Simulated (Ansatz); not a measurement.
# BN: a listed cell, distorted in several ways

How do energy, forces, pressure and gap of BN change under distortions that keep the symmetry, other functionals? Each case is one self-consistent run.

Method: DFT PBEsol, scalar-relativistic, plane waves, PAW, unless a step's input says otherwise, in Ansatz 0.2.0.

1 further run of the same task is left out (set aside as unsound or not needed).

## Step 1: Starting point

It takes space group P-6m2 (No. 187, hexagonal). Conventional cell: a = 2.510 Å, b = 2.510 Å, c = 6.690 Å, α = 90.00°, β = 90.00°, γ = 120.00°. Around B (site symmetry -6m2) lie 3 N at 1.45 Å. N (site symmetry -6m2) has 3 B at 1.45 Å as nearest neighbours.

Coordinates:

```xyz
4
Lattice="2.5100 0.0000 0.0000 -1.2550 2.1737 0.0000 0.0000 0.0000 6.6900" Properties=species:S:1:pos:R:3 pbc="T T T"
B     0.0000    0.0000    3.3450
B     0.0000    1.4491    0.0000
N     0.0000    0.0000    0.0000
N     1.2550    0.7246    3.3450
```

The structure comes from the Crystallography Open Database.

## Step 2: A change within the space group

The change: strain xx, yy, zz, yz, xz, xy = -4.3, -4.3, +4.7, +0.0, +0.0, +0.0 %.

Contents of input.yaml:

```yaml
crystal:
  lattice:
    - [2.4024700402, 0.0, 0.0]
    - [-1.2012350201, 2.0806000866, 0.0]
    - [0.0, 0.0, 7.0055004]
  atoms:
    - { symbol: B, position: [0.0, 0.0, 0.5] }
    - { symbol: B, position: [0.3333333333, 0.6666666667, 0.0] }
    - { symbol: "N", position: [0.0, 0.0, 0.0] }
    - { symbol: "N", position: [0.6666666667, 0.3333333333, 0.5] }
basis:
  ecutwfc: 420
kpoints:
  mp_grid: { grid: [12, 12, 4] }
hamiltonian:
  xc: pbesol
scf:
  occupations: { method: gaussian, width: 0.02 }
output:
  forces: true
  stress: true
  eigenvalues: true
  populations: true
```

Command:

```console
$ ansatz run input.yaml --threads 1 --pin off --max-ram 1331MiB --backend cpu --events-out ev --progress --plain --runs-dir out
```

Standard output, shortened:

```text
Warning: RAYON_NUM_THREADS=1 ignored (pool sized by the plan → 1); use --threads N
[...]
Pseudopotentials: kind: paw
Pseudopotential: B, paw, valence charge 3, recommended cutoff 420 eV (normal), B.paw.azcp
Pseudopotential: N, paw, valence charge 5, recommended cutoff 420 eV (normal), N.paw.azcp
Functional definition: PBEsol
[...]
Crystal: 4 atoms, lattice volume = 35.018 Å³
Basis set: ecut = 420 eV, 653 PW (Γ), exchange–correlation on 36×36×96 points (8 copies of the dense FFT grid, shifted against one another)
Bands: 12, of which v1, the nominal top of the filled ones, is band 8 counted from 1 (7 counted from 0)
Symmetry: 12 space group operations
Space group: P-6m2 (ITA 187), of the structure as read, at distance tolerance 3.3e-5 Å
k-points: 57 of 576 (time reversal used)
[...]
SCF iter   1: F=—  HF=-1067.119225 eV  |F-HF|=—  |Δ(HF+E_count)|=         —  Δρ=8.61e-3  dr2=2.44e-2  ethr=1.77e-3  ⟨swp⟩=6.4  Hψ=4355  notcnv=0
[...]
SCF iter   6: F=-1067.112159 eV  HF=-1067.112159 eV  |F-HF|=4.14e-10  |Δ(HF+E_count)|=   7.83e-9  Δρ=4.88e-6  dr2=6.23e-9  ethr=6.25e-10  ⟨swp⟩=5.4  Hψ=3171  notcnv=0
[...]
SCF converged after 6 iterations
Free energy (F): -1067.112159 eV
[...]
E sigma→0 (E₀):  -1067.112159 eV
Fermi energy:    7.154220 eV
[...]
--- Forces (eV/Å), atoms counted from 1 ---
  atom   1  B      0.00000000     0.00000000     0.00000000
  atom   2  B      0.00000000     0.00000000     0.00000000
  atom   3  N      0.00000000    -0.00000000     0.00000000
  atom   4  N      0.00000000    -0.00000000     0.00000000
[...]
--- Stress (GPa, compression-positive) ---
       50.905227      -0.000000       0.000000
       -0.000000      50.905227       0.000000
        0.000000       0.000000       0.016494
  P = ⅓ Tr σ = 33.9423 GPa (339.423 kbar)
--- Band table (eV; the first three rows and the last of 57) ---
  k-point 0: bands = ["-13.6221", "-13.4263", "-1.8672", "-0.2901", "3.6801", "3.6801", "3.7335", "3.7335", "9.5187", "14.5201", "17.4607", "17.4607"]
[...]
--- Löwdin populations: 4 sites ---
  site symbol       q [e]
     0      B      2.6207
     1      B      2.6185
     2      N      5.3178
     3      N      5.3205
  spilling = 0.007653 (of n_electrons = 16.000000)
```

Run time: 7.6 s. Hardware: 1 thread of an x86-64 CPU, shared host; peak memory 0.33 GiB.

By site:

```
atom  Löwdin electrons
  B1              2.62
  B2              2.62
  N3              5.32
  N4              5.32
```

## Step 3: A change within the space group

Against the listed cell: strain xx, yy, zz, yz, xz, xy = +1.5, +1.5, +4.5, +0.0, +0.0, +0.0 %.

input.yaml, as its differences from that of step 2:

```diff
@@ -2,5 +2,5 @@
   lattice:
-    - [2.4024700402, 0.0, 0.0]
-    - [-1.2012350201, 2.0806000866, 0.0]
-    - [0.0, 0.0, 7.0055004]
+    - [2.5466694466, 0.0, 0.0]
+    - [-1.2733347233, 2.2054804358, 0.0]
+    - [0.0, 0.0, 6.9884409]
   atoms:
```

Command:

```console
$ ansatz run input.yaml --threads 1 --pin off --max-ram 1331MiB --backend cpu --events-out ev --progress --plain --runs-dir out
```

Standard output, shortened:

```text
Warning: RAYON_NUM_THREADS=1 ignored (pool sized by the plan → 1); use --threads N
[...]
[... 4 set-up lines as earlier in the session ...]
[...]
Crystal: 4 atoms, lattice volume = 39.251 Å³
Basis set: ecut = 420 eV, 785 PW (Γ), exchange–correlation on 36×36×96 points (8 copies of the dense FFT grid, shifted against one another)
Bands: 12, of which v1, the nominal top of the filled ones, is band 8 counted from 1 (7 counted from 0)
[... 1 set-up line as earlier in the session ...]
Space group: P-6m2 (ITA 187), of the structure as read, at distance tolerance 3.4e-5 Å
k-points: 57 of 576 (time reversal used)
[...]
SCF converged after 6 iterations
Free energy (F): -1067.492034 eV
[...]
E sigma→0 (E₀):  -1067.492034 eV
Fermi energy:    6.012274 eV
[...]
--- Forces (eV/Å), atoms counted from 1 ---
  atom   1  B     -0.00000000     0.00000000     0.00000000
  atom   2  B      0.00000000     0.00000000     0.00000000
  atom   3  N      0.00000000    -0.00000000     0.00000000
  atom   4  N      0.00000000    -0.00000000     0.00000000
[...]
--- Stress (GPa, compression-positive) ---
      -16.111823       0.000000       0.000000
        0.000000     -16.111823       0.000000
        0.000000       0.000000      -0.012446
  P = ⅓ Tr σ = -10.7454 GPa (-107.454 kbar)
--- Band table (eV; the first three rows and the last of 57) ---
  k-point 0: bands = ["-13.5716", "-13.3536", "-1.9763", "-0.2668", "2.4601", "2.4601", "2.5368", "2.5368", "8.6296", "13.2648", "14.9749", "14.9749"]
[...]
--- Löwdin populations: 4 sites ---
  site symbol       q [e]
     0      B      2.6181
     1      B      2.6142
     2      N      5.3256
     3      N      5.3295
  spilling = 0.007042 (of n_electrons = 16.000000)
```

It took 8.2 s on 1 thread of an x86-64 CPU, shared host; peak memory 0.34 GiB.

By site:

```
atom  Löwdin electrons
  B1              2.62
  B2              2.61
  N3              5.33
  N4              5.33
```

## Step 4: Functional and cell changed: PBE

The change: strain xx, yy, zz, yz, xz, xy = +5.6, +5.6, -0.4, +0.0, +0.0, +0.0 %.

input.yaml, as its differences from that of step 3:

```diff
@@ -2,5 +2,5 @@
   lattice:
-    - [2.5466694466, 0.0, 0.0]
-    - [-1.2733347233, 2.2054804358, 0.0]
-    - [0.0, 0.0, 6.9884409]
+    - [2.6496044798, 0.0, 0.0]
+    - [-1.3248022399, 2.2946247894, 0.0]
+    - [0.0, 0.0, 6.6606978]
   atoms:
@@ -15,3 +15,3 @@
 hamiltonian:
-  xc: pbesol
+  xc: pbe
 scf:
@@ -22,2 +22 @@
   eigenvalues: true
-  populations: true
```

Command:

```console
$ ansatz run input.yaml --threads 1 --pin off --max-ram 1331MiB --backend cpu --events-out ev --progress --plain --runs-dir out
```

Standard output, shortened:

```text
Warning: RAYON_NUM_THREADS=1 ignored (pool sized by the plan → 1); use --threads N
[...]
[... 3 set-up lines as earlier in the session ...]
Functional definition: PBE
[...]
Crystal: 4 atoms, lattice volume = 40.496 Å³
Basis set: ecut = 420 eV, 797 PW (Γ), exchange–correlation on 36×36×90 points (8 copies of the dense FFT grid, shifted against one another)
Bands: 12, of which v1, the nominal top of the filled ones, is band 8 counted from 1 (7 counted from 0)
[... 2 set-up lines as earlier in the session ...]
k-points: 57 of 576 (time reversal used)
[...]
SCF iter   1: F=—  HF=-1084.182672 eV  |F-HF|=—  |Δ(HF+E_count)|=         —  Δρ=2.88e-3  dr2=2.22e-3  ethr=1.77e-3  ⟨swp⟩=5.7  Hψ=4102  notcnv=0
[...]
SCF iter   6: F=-1084.183571 eV  HF=-1084.183571 eV  |F-HF|=1.83e-10  |Δ(HF+E_count)|=  7.05e-11  Δρ=9.65e-7  dr2=2.06e-10  ethr=6.22e-11  ⟨swp⟩=2.1  Hψ=2448  notcnv=0
[...]
SCF converged after 6 iterations
Free energy (F): -1084.183571 eV
[...]
E sigma→0 (E₀):  -1084.183571 eV
Fermi energy:    5.828147 eV
[...]
--- Forces (eV/Å), atoms counted from 1 ---
  atom   1  B      0.00000000     0.00000000     0.00000000
  atom   2  B      0.00000000     0.00000000     0.00000000
  atom   3  N      0.00000000    -0.00000000     0.00000000
  atom   4  N      0.00000000    -0.00000000     0.00000000
[...]
--- Stress (GPa, compression-positive) ---
      -44.646612       0.000000       0.000000
        0.000000     -44.646612       0.000000
        0.000000       0.000000       2.423383
  P = ⅓ Tr σ = -28.9566 GPa (-289.566 kbar)
--- Band table (eV; the first three rows and the last of 57) ---
  k-point 0: bands = ["-13.0885", "-12.7618", "-1.6576", "0.5192", "2.2163", "2.2163", "2.3551", "2.3551", "8.7808", "13.1946", "13.2254", "13.9575"]
[...]
```

Run time: 6.2 s. Hardware: 1 thread of an x86-64 CPU, shared host; peak memory 0.33 GiB.

## Step 5: A change within the space group

Against the listed cell: strain xx, yy, zz, yz, xz, xy = -2.9, -2.9, +3.1, +0.0, +0.0, +0.0 %.

input.yaml, as its differences from that of step 4:

```diff
@@ -2,5 +2,5 @@
   lattice:
-    - [2.6496044798, 0.0, 0.0]
-    - [-1.3248022399, 2.2946247894, 0.0]
-    - [0.0, 0.0, 6.6606978]
+    - [2.4359534185, 0.0, 0.0]
+    - [-1.2179767092, 2.1095975428, 0.0]
+    - [0.0, 0.0, 6.894045]
   atoms:
@@ -15,3 +15,3 @@
 hamiltonian:
-  xc: pbe
+  xc: pbesol
 scf:
```

Command:

```console
$ ansatz run input.yaml --threads 1 --pin off --max-ram 1331MiB --backend cpu --events-out ev --progress --plain --runs-dir out
```

Standard output, shortened:

```text
Warning: RAYON_NUM_THREADS=1 ignored (pool sized by the plan → 1); use --threads N
[...]
[... 4 set-up lines as earlier in the session ...]
[...]
Crystal: 4 atoms, lattice volume = 35.428 Å³
Basis set: ecut = 420 eV, 689 PW (Γ), exchange–correlation on 36×36×96 points (8 copies of the dense FFT grid, shifted against one another)
Bands: 12, of which v1, the nominal top of the filled ones, is band 8 counted from 1 (7 counted from 0)
[... 2 set-up lines as earlier in the session ...]
k-points: 57 of 576 (time reversal used)
[...]
SCF iter   1: F=—  HF=-1067.371245 eV  |F-HF|=—  |Δ(HF+E_count)|=         —  Δρ=8.48e-3  dr2=2.39e-2  ethr=1.77e-3  ⟨swp⟩=6.3  Hψ=4332  notcnv=0
[...]
SCF iter   6: F=-1067.364630 eV  HF=-1067.364630 eV  |F-HF|=3.53e-9  |Δ(HF+E_count)|=   1.92e-8  Δρ=7.46e-6  dr2=1.21e-8  ethr=6.25e-10  ⟨swp⟩=5.5  Hψ=3233  notcnv=0
[...]
SCF converged after 6 iterations
Free energy (F): -1067.364630 eV
[...]
E sigma→0 (E₀):  -1067.364630 eV
Fermi energy:    7.027941 eV
[...]
--- Forces (eV/Å), atoms counted from 1 ---
  atom   1  B      0.00000000     0.00000000     0.00000000
  atom   2  B      0.00000000     0.00000000     0.00000000
  atom   3  N      0.00000000    -0.00000000     0.00000000
  atom   4  N     -0.00000000    -0.00000000     0.00000000
[...]
--- Stress (GPa, compression-positive) ---
       32.487701       0.000000       0.000000
       -0.000000      32.487701       0.000000
        0.000000       0.000000       0.188728
  P = ⅓ Tr σ = 21.7214 GPa (217.214 kbar)
--- Band table (eV; the first three rows and the last of 57) ---
  k-point 0: bands = ["-13.4661", "-13.2381", "-1.7913", "-0.0473", "3.5300", "3.5300", "3.5974", "3.5974", "9.5531", "14.6146", "17.0041", "17.0041"]
[...]
```

Run time: 5.1 s. Hardware: 1 thread of an x86-64 CPU, shared host; peak memory 0.33 GiB.

## Step 6: Changing settings: xc rpbe, mixing.algorithm anderson, mixing.beta 0.9, mixing.ndim 2

input.yaml, as its differences from that of step 5:

```diff
@@ -15,8 +15,9 @@
 hamiltonian:
-  xc: pbesol
+  xc: rpbe
 scf:
   occupations: { method: gaussian, width: 0.02 }
+  mixing: { algorithm: anderson, beta: 0.9, ndim: 2 }
 output:
   forces: true
+  eigenvalues: true
   stress: true
-  eigenvalues: true
```

Command:

```console
$ ansatz run input.yaml --threads 1 --pin off --max-ram 1331MiB --backend cpu --events-out ev --progress --plain --runs-dir out
```

Standard output, shortened:

```text
Warning: RAYON_NUM_THREADS=1 ignored (pool sized by the plan → 1); use --threads N
[...]
[... 3 set-up lines as earlier in the session ...]
Functional definition: RPBE
[...]
Crystal: 4 atoms, lattice volume = 35.428 Å³
Basis set: ecut = 420 eV, 689 PW (Γ), exchange–correlation on 36×36×96 points (8 copies of the dense FFT grid, shifted against one another)
Bands: 12, of which v1, the nominal top of the filled ones, is band 8 counted from 1 (7 counted from 0)
[... 2 set-up lines as earlier in the session ...]
k-points: 57 of 576 (time reversal used)
[...]
SCF iter   1: F=—  HF=-1089.716971 eV  |F-HF|=—  |Δ(HF+E_count)|=         —  Δρ=4.00e-3  dr2=2.57e-3  ethr=1.77e-3  ⟨swp⟩=6.2  Hψ=4369  notcnv=0
[...]
SCF converged after 6 iterations
Stability not checked: this state was not tested for a lower state beside it, because the mixer in use, unlike msr1, does not test its closes by its own steps (another_mixer; see scf.mixing.algorithm and scf.lower_state_search)
Free energy (F): -1089.719938 eV
[...]
E sigma→0 (E₀):  -1089.719938 eV
Fermi energy:    7.344161 eV
[...]
--- Forces (eV/Å), atoms counted from 1 ---
  atom   1  B      0.00000000     0.00000000     0.00000000
  atom   2  B      0.00000000     0.00000000     0.00000000
  atom   3  N     -0.00000000    -0.00000000     0.00000000
  atom   4  N     -0.00000000    -0.00000000     0.00000000
[...]
--- Stress (GPa, compression-positive) ---
       41.164794       0.000000       0.000000
        0.000000      41.164794       0.000000
        0.000000       0.000000       3.862635
  P = ⅓ Tr σ = 28.7307 GPa (287.307 kbar)
--- Band table (eV; the first three rows and the last of 57) ---
  k-point 0: bands = ["-13.3578", "-13.1451", "-1.4393", "0.2020", "3.7439", "3.7439", "3.8082", "3.8082", "10.2700", "15.2668", "17.3272", "17.3272"]
[...]
```

It took 5.6 s on 1 thread of an x86-64 CPU, shared host; peak memory 0.33 GiB.

```
    run     ending   energy change  pressure (GPa)  gap (eV)  force (eV/Å)  cycles   time
 step 5  converged               -            21.7      4.47          0.00       6  5.1 s
variant  converged  not comparable            28.7      4.67          0.00       6  5.6 s
```

Total energies don't compare across a change of functional; the pressure goes from 21.7 to 28.7 GPa and the gap on the mesh goes from 4.47 to 4.67 eV. At this fixed cell a higher pressure means that this functional prefers a larger volume than the reference.

## Step 7: Functional and cell changed: r2SCAN

Against the listed cell: strain xx, yy, zz, yz, xz, xy = +1.3, +1.3, +1.3, +0.0, +0.0, +0.0 %.

input.yaml, as its differences from that of step 5:

```diff
@@ -2,5 +2,5 @@
   lattice:
-    - [2.4359534185, 0.0, 0.0]
-    - [-1.2179767092, 2.1095975428, 0.0]
-    - [0.0, 0.0, 6.894045]
+    - [2.5427287492, 0.0, 0.0]
+    - [-1.2713643746, 2.2020676917, 0.0]
+    - [0.0, 0.0, 6.7772376]
   atoms:
@@ -11,3 +11,3 @@
 basis:
-  ecutwfc: 420
+  ecutwfc: 500
 kpoints:
@@ -15,3 +15,3 @@
 hamiltonian:
-  xc: pbesol
+  xc: r2scan
 scf:
```

Command:

```console
$ ansatz run input.yaml --threads 1 --pin off --max-ram 1331MiB --backend cpu --events-out ev --progress --plain --runs-dir out
```

Standard output, shortened:

```text
Warning: RAYON_NUM_THREADS=1 ignored (pool sized by the plan → 1); use --threads N
[...]
[... 1 set-up line as earlier in the session ...]
Pseudopotential: B, paw, valence charge 3, recommended cutoff 500 eV (meta_gga), B.paw.azcp
Pseudopotential: N, paw, valence charge 5, recommended cutoff 500 eV (meta_gga), N.paw.azcp
Functional definition: r2SCAN
[...]
Crystal: 4 atoms, lattice volume = 37.948 Å³
Basis set: ecut = 500 eV, 985 PW (Γ), exchange–correlation on 80×80×200 points (64 copies of the dense FFT grid, shifted against one another)
Bands: 12, of which v1, the nominal top of the filled ones, is band 8 counted from 1 (7 counted from 0)
[... 2 set-up lines as earlier in the session ...]
k-points: 57 of 576 (time reversal used)
[...]
SCF iter   1: F=—  HF=-1088.057996 eV  |F-HF|=—  |Δ(HF+E_count)|=         —  Δρ=8.35e-3  dr2=1.88e-2  dr2_τ=6.10e-1  ethr=1.77e-3  ⟨swp⟩=6.3  Hψ=4296  notcnv=0
[...]
SCF iter   7: F=-1088.181919 eV  HF=-1088.181919 eV  |F-HF|=1.17e-8  |Δ(HF+E_count)|=   2.96e-8  Δρ=1.35e-5  dr2=5.11e-8  dr2_τ=1.61e-9  ethr=6.25e-10  ⟨swp⟩=3.2  Hψ=2912  notcnv=0
[...]
SCF converged after 7 iterations
Free energy (F): -1088.181919 eV
[...]
E sigma→0 (E₀):  -1088.181919 eV
Fermi energy:    6.461522 eV
[...]
--- Forces (eV/Å), atoms counted from 1 ---
  atom   1  B      0.00000000    -0.00000000     0.00000000
  atom   2  B     -0.00000000    -0.00000000     0.00000000
  atom   3  N      0.00000000     0.00000000    -0.00000000
  atom   4  N      0.00000000     0.00000000    -0.00000000
[...]
--- Stress (GPa, compression-positive) ---
      -16.916702      -0.000000       0.000000
        0.000000     -16.916702      -0.000000
        0.000000      -0.000000       0.296096
  P = ⅓ Tr σ = -11.1791 GPa (-111.791 kbar)
--- Band table (eV; the first three rows and the last of 57) ---
  k-point 0: bands = ["-14.5043", "-14.2399", "-2.0672", "-0.0764", "2.5673", "2.5673", "2.6597", "2.6597", "9.4774", "14.6137", "15.9894", "15.9894"]
[...]
```

Wall time 12 s (1 thread of an x86-64 CPU, shared host); peak memory 0.43 GiB.

## Step 8: Summary of results

```
step                                 case  energy (meV/atom)  pressure (GPa)  largest force (eV/Å)  gap on the mesh (eV)
   2      a change within the space group               +0.0            33.9                  0.00                  4.56
   3      a change within the space group              -95.0           -10.7                  0.00                  4.24
   4     functional and cell changed: PBE                n/a           -29.0                  0.00                  3.99
   5      a change within the space group              -63.1            21.7                  0.00                  4.47
   7  functional and cell changed: r2SCAN                n/a           -11.2                  0.00                  4.83
```

Energies are counted from step 2, with the smearing taken to zero. Other atoms or functionals have another zero of energy (n/a). 

In words: Among the distorted cells of the listed formula and level the gap runs from 4.24 eV to 4.56 eV.

The gaps are Kohn-Sham values of a semilocal functional, not quasiparticle or optical gaps. Such gaps usually fall short of the measured ones.
